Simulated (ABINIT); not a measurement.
# Rh (Fm-3m) in ABINIT: settings compared

The runs below take Rh through band structure, equation of state, with LDA, PBE+D3.

Everything below comes from runs of ABINIT 10.8.3 (patched build). Logs are shortened: lines on timing, memory, paths and dates and some standing lists are left out, and cuts for length are marked. The log counts tension as positive stress, the text compression.

**What was measured.**

“Thermal equation of state of rhodium characterized by XRD in a resistively heated diamond anvil cell”, 2024, pmc:11535440 quotes, for a bulk crystal of Rh: bulk modulus 264 ± 1 GPa.

The results are compared with them further down.

## Step 1: Starting point

Symmetry: Fm-3m, No. 225, cubic system. Conventional cell: a = 3.796 Å, b = 3.796 Å, c = 3.796 Å, α = 90.00°, β = 90.00°, γ = 90.00°. Rh (site symmetry m-3m) is surrounded by 12 Rh at 2.68 Å.

## Step 2: Band structure, LDA

run.abi reads:

```
ndtset 2

pp_dirpath "./"
pseudos "Rh.LDA_PW-JTH.xml"

acell 2.6839652093 2.6839652093 2.6839652093 Angstrom
rprim
     0.0000000000     0.7071067812     0.7071067812
     0.7071067812     0.0000000000     0.7071067812
     0.7071067812     0.7071067812     0.0000000000
ntypat 1
znucl 45
natom 1
typat 1
xred
     0.0000000000     0.0000000000     0.0000000000

ecut 544.227725 eV
pawecutdg 40.0

ixc 7

occopt 3
tsmear 0.05 eV

nstep 100

iomode 3
prtwf 0
prteig 0
prtebands 0
enunit 1
prtden1 1

kptopt1 1
ngkpt1 12 12 12
nshiftk1 1
shiftk1 0.0 0.0 0.0
nband1 13
tolvrs1 1.0e-9

iscf2 -2
getden2 1
nband2 17
nbdbuf2 2
tolwfr2 1.0e-12
kptopt2 -9
ndivsm2 6
prteig2 1
prtvol2 -3
kptbounds2
     0.0000000000     0.0000000000     0.0000000000
     0.5000000000     0.0000000000     0.5000000000
     0.5000000000     0.2500000000     0.7500000000
     0.3750000000     0.3750000000     0.7500000000
     0.0000000000     0.0000000000     0.0000000000
     0.5000000000     0.5000000000     0.5000000000
     0.6250000000     0.2500000000     0.6250000000
     0.5000000000     0.2500000000     0.7500000000
     0.5000000000     0.5000000000     0.5000000000
     0.3750000000     0.3750000000     0.7500000000
```

Potentials or basis: JTH PAW LDA v2.0.

The run is started by

```sh
abinit run.abi > log 2>&1
```

run.abo:

```text
.Version 10.8.3 of ABINIT
 DATASET    1 : space group Fm -3 m (#225); Bravais cF (face-center cubic)
================================================================================
 Values of the parameters that define the memory need for DATASET  1.
     intxc =       0    ionmov =       0      iscf =      17    lmnmax =      18
     lnmax =       6     mgfft =      24  mpssoang =       3    mqgrid =    3001
     natom =       1  nloc_mem =       2    nspden =       1   nspinor =       1
    nsppol =       1      nsym =      48    n1xccc =       1    ntypat =       1
    occopt =       3   xclevel =       1
       mpw =         403          nfft =       13824          nkpt =          72
 PAW method is used; the additional fine FFT grid is defined by:
   mgfftf=        30    nfftf =     27000
================================================================================
================================================================================

 DATASET    2 : space group Fm -3 m (#225); Bravais cF (face-center cubic)
================================================================================
 Values of the parameters that define the memory need for DATASET  2.
     intxc =       0    ionmov =       0      iscf =      -2    lmnmax =      18
     lnmax =       6     mgfft =      24  mpssoang =       3    mqgrid =    3001
     natom =       1  nloc_mem =       2    nspden =       1   nspinor =       1
    nsppol =       1      nsym =      48    n1xccc =       1    ntypat =       1
    occopt =       3   xclevel =       1
       mpw =         403          nfft =       13824          nkpt =         103
 PAW method is used; the additional fine FFT grid is defined by:
   mgfftf=        30    nfftf =     27000
================================================================================
================================================================================

--------------------------------------------------------------------------------
------------- Echo of variables that govern the present computation ------------
--------------------------------------------------------------------------------
 -outvars: echo values of preprocessed input variables --------
            acell      5.0719591770E+00  5.0719591770E+00  5.0719591770E+00 Bohr
              amu      1.02905500E+02
             ecut      2.00000000E+01 Hartree
           enunit           1
           getden1          0
           getden2          1
             iscf1         17
             iscf2         -2
              ixc           7
           jdtset        1    2
           kptopt1          1
           kptopt2         -9
         kptrlatt       12    0    0      0   12    0      0    0   12
          kptrlen1     6.08635101E+01
          kptrlen2     3.00000000E+01
            natom           1
[... 993 lines left out ...]
  1.2039E+00  1.3779E+00  1.6729E+00  1.6806E+00  1.7346E+00

--- !ResultsGS
iteration_state: {dtset: 2, }
comment   : Summary of ground state results
lattice_vectors:
- [  0.0000000,   3.5864167,   3.5864167, ]
- [  3.5864167,   0.0000000,   3.5864167, ]
- [  3.5864167,   3.5864167,   0.0000000, ]
lattice_lengths: [   5.07196,    5.07196,    5.07196, ]
lattice_angles: [ 60.000,  60.000,  60.000, ] # degrees, (23, 13, 12)
lattice_volume:   9.2259745E+01
convergence: {deltae:  0.000E+00, res2:  0.000E+00, residm:  9.993E-13, diffor:  0.000E+00, }
etotal    :  -1.11672360E+02
entropy   :   0.00000000E+00
fermie    :   6.01940693E-01
cartesian_stress_tensor: null
pressure_GPa: null
xred      :
- [  0.0000E+00,   0.0000E+00,   0.0000E+00, Rh]
cartesian_forces: null
force_length_stats: {min: null, max: null, mean: null, }
...

 Integrated electronic density in atomic spheres:
 ------------------------------------------------
 Atom  Sphere_radius  Integrated_density
    1        2.21251         14.88150398

================================================================================

 ----iterations are completed or convergence reached----

 Mean square residual over all n,k,spin=   51.003E-14; max=  99.930E-14
 reduced coordinates (array xred) for    1 atoms
       0.000000000000      0.000000000000      0.000000000000

 cartesian coordinates (angstrom) at end:
    1      0.00000000000000     0.00000000000000     0.00000000000000
 length scales=  5.071959177042  5.071959177042  5.071959177042 bohr
              =  2.683965209300  2.683965209300  2.683965209300 angstroms
 Eigenvalues (   eV  ) for nkpt= 103  k points:
 kpt#   1, nband= 17, wtk=  1.00000, kpt=  0.0000  0.0000  0.0000 (reduced coord)
 -62.39885  -29.91958  -29.91958  -29.91958    8.25453   13.21750   13.21750   13.21750
  15.36250   15.36250   32.23343   37.62340   37.62340   37.62340   43.57579   48.57788
  48.57788
 kpt#   2, nband= 17, wtk=  1.00000, kpt=  0.0294  0.0000  0.0294 (reduced coord)
 -62.39753  -29.92605  -29.92197  -29.92197    8.30177   13.18551   13.24169   13.24169
  15.32818   15.37444   32.30387   37.46230   37.63477   37.63477   43.88589   48.26462
  48.26594
 kpt#   3, nband= 17, wtk=  1.00000, kpt=  0.0588  0.0000  0.0588 (reduced coord)
 -62.39362  -29.94520  -29.92906  -29.92906    8.44199   13.09177   13.31406   13.31406
  15.22792   15.40995   32.51204   37.06665   37.65968   37.65968   44.72439   47.50543
  47.50543
 kpt#   4, nband= 17, wtk=  1.00000, kpt=  0.0882  0.0000  0.0882 (reduced coord)
 -62.38725  -29.97625  -29.94060  -29.94060    8.67043   12.94251   13.43398   13.43398
  15.07010   15.46819   32.84853   36.58789   37.66883   37.66883   45.92550   46.59270
  46.59270
 kpt#   5, nband= 17, wtk=  1.00000, kpt=  0.1176  0.0000  0.1176 (reduced coord)
[... 381 lines left out ...]
  16.66634   22.73780   24.75005   30.42529   34.72050   36.09184   45.17516   45.36774
  48.98772
 kpt# 101, nband= 17, wtk=  1.00000, kpt=  0.4000  0.4000  0.7000 (reduced coord)
 -62.25201  -30.50646  -30.34593  -30.11386   11.05164   11.95624   13.68184   15.10185
  16.63824   23.49874   24.78155   29.42270   34.03456   36.63265   45.27627   45.75454
  47.91050
 kpt# 102, nband= 17, wtk=  1.00000, kpt=  0.3875  0.3875  0.7250 (reduced coord)
 -62.24860  -30.49489  -30.37011  -30.12785   10.90709   11.74200   13.94408   15.42831
  16.65208   24.16790   24.72365   28.65690   33.36611   37.11254   45.39156   46.23792
  46.96079
 kpt# 103, nband= 17, wtk=  1.00000, kpt=  0.3750  0.3750  0.7500 (reduced coord)
 -62.24656  -30.50928  -30.35933  -30.13957   10.76742   11.52445   14.24553   15.66517
  16.73368   24.21678   24.88753   28.40608   32.75903   37.49588   45.52169   45.73138
  47.20216

== END DATASET(S) ==============================================================
================================================================================

 -outvars: echo values of variables after computation  --------
            acell      5.0719591770E+00  5.0719591770E+00  5.0719591770E+00 Bohr
           etotal1    -1.1167235977E+02
            fcart1    -0.0000000000E+00 -0.0000000000E+00 -0.0000000000E+00
            rprim      0.0000000000E+00  7.0710678120E-01  7.0710678120E-01
                       7.0710678120E-01  0.0000000000E+00  7.0710678120E-01
                       7.0710678120E-01  7.0710678120E-01  0.0000000000E+00
           strten1     3.3489919051E-04  3.3489919051E-04  3.3489919051E-04
                       0.0000000000E+00  0.0000000000E+00  0.0000000000E+00
 Calculation completed.
```

Run time: 29 s. Hardware: 1 thread of Arm Neoverse V1, shared host; peak memory 0.1 GiB.

Results:

```
Free energy                                           : -3038.7597 eV
Pressure                                              : -9.9 GPa
Band gap on the k mesh                                : none (metal or under the smearing width)
Valence electrons inside the program's atomic spheres : Rh 14.88 (radii [1.1708] Å)
```

Levels at the corners of the path, in eV from the Fermi level:
```
point  band 5  band 6  band 7  band 8  band 9  band 10  band 11  band 12
    Γ   -8.13   -3.16   -3.16   -3.16   -1.02    -1.02    15.85    21.24
    X   -6.42   -6.06    0.55    0.98    0.98     3.16    12.25    13.17
    W   -5.10   -3.89   -3.89   -1.24    0.99     9.57     9.57    11.10
    K   -5.61   -4.86   -2.13   -0.71    0.35     7.84     8.51    12.03
    Γ   -8.13   -3.16   -3.16   -3.16   -1.02    -1.02    15.85    21.24
    L   -6.25   -3.23   -3.23    0.57    0.57     0.64     8.59    15.38
    U   -5.61   -4.86   -2.13   -0.71    0.35     7.84     8.51    12.03
    W   -5.10   -3.89   -3.89   -1.24    0.99     9.57     9.57    11.10
    L   -6.25   -3.23   -3.23    0.57    0.57     0.64     8.59    15.38
    K   -5.61   -4.86   -2.13   -0.71    0.35     7.84     8.51    12.03
```

## Step 3: Equation of state, PBE+D3

run.abi reads:

```
ndtset 7
getwfk -1
scalecart1 3*0.9795861087
scalecart2 3*0.9864848297
scalecart3 3*0.9932883884
scalecart4 3*1.0000000000
scalecart5 3*1.0066227096
scalecart6 3*1.0131594038
scalecart7 3*1.0196128224

pp_dirpath "./"
pseudos "Rh.GGA_PBE-JTH.xml"

acell 2.6839652093 2.6839652093 2.6839652093 Angstrom
rprim
     0.0000000000     0.7071067812     0.7071067812
     0.7071067812     0.0000000000     0.7071067812
     0.7071067812     0.7071067812     0.0000000000
ntypat 1
znucl 45
natom 1
typat 1
xred
     0.0000000000     0.0000000000     0.0000000000

ecut 544.227725 eV
pawecutdg 40.0

kptopt 1
ngkpt 12 12 12
nshiftk 1
shiftk 0.0 0.0 0.0

ixc 11
vdw_xc 6

nband 13
occopt 3
tsmear 0.00183747

nstep 100
tolvrs 1.0e-9

iomode 3
prtwf 1
prtden 0
prteig 0
prtebands 0
enunit 1
```

Potentials or basis: JTH PAW PBE v2.0.

The run is started by

```sh
abinit run.abi > log 2>&1
```

Run time: 88 s. Hardware: 1 thread of Arm Neoverse V1, shared host; peak memory 0.13 GiB.

The run converged. Its results:

* Equilibrium volume: 13.63 Å³/atom
* Bulk modulus: 285 GPa
* Pressure derivative of the bulk modulus: 4.5

Energy against volume, from the lowest point:
| volume (Å³/atom) | energy (meV/atom) |
| --- | --- |
| 12.851 | 43.88 |
| 13.125 | 17.73 |
| 13.398 | 3.55 |
| 13.671 | 0.00 |
| 13.945 | 6.20 |
| 14.218 | 21.06 |
| 14.492 | 43.48 |

Caveat: pressures at fixed basis lie under the slope of the energies.

## Step 4: Comparison with measurements

Step 3. Measured bulk modulus of Rh: 264 GPa (quoted in “Thermal equation of state of rhodium characterized by XRD in a resistively heated diamond anvil cell”, 2024, pmc:11535440). This calculation gives 285 GPa (+8.1 %). The fit is for a static lattice scaled at fixed shape and fixed fractional positions.
